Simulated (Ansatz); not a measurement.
## InSe: stiffness from a series of strains

```xyz
4
Lattice="5.8679 -2.0550 0.0000 5.8679 2.0550 0.0000 -1.5994 0.0000 4.3237" Properties=species:S:1:pos:R:3 pbc="T T T"
In   10.3665    0.0000    0.0216
In   -0.2301    0.0000    4.3020
Se    6.7188    0.0000    2.7758
Se    3.4176    0.0000    1.5479
```

Atoms are numbered in the order listed.

The cell is COD entry 1540841, as deposited and not checked against the literature; nothing was relaxed.

No spin–orbit coupling, which matters for the heavy atoms here.

Method: Ansatz 0.2.0, DFT, PBEsol, all-electron LAPW, scalar-relativistic.

Sampling and basis: a Γ-centred 7×7×6 k mesh, Fermi–Dirac smearing of 0.02 eV, basis error target 0.5 meV/atom, no spin polarisation.

The strain is applied along the Cartesian axes of the cell as listed (γ is the engineering shear, twice εxy = εyz = εzx). Fractional coordinates are held (clamped ions).

σ is the change of stress from the unstrained cell, which is at -0.14 GPa; tension is positive, so slopes are stress–strain coefficients at that pressure.

Only quantities that a quadratic follows smoothly over the whole series are listed; rougher ones are left out.

```csv
γ,σxy (GPa),σyz (GPa)
-0.0300,-0.40,-0.61
-0.0200,-0.27,-0.40
0.0000,0.00,0.00
0.0100,0.15,0.19
0.0200,0.31,0.38
0.0300,0.48,0.56
```

Q: Fit the series and read off the stiffness at zero strain.

A: Least-squares fits y = p0 + p1 x + p2 x² to the rows give σxy (GPa): p1 = 14.6, p2 = 44; σyz (GPa): p1 = 19.5, p2 = -27.

Q: One run, at γ = -0.0100, is withheld. Predict its row.

A: The fits give -0.14, -0.20; the run gave -0.14, -0.20.
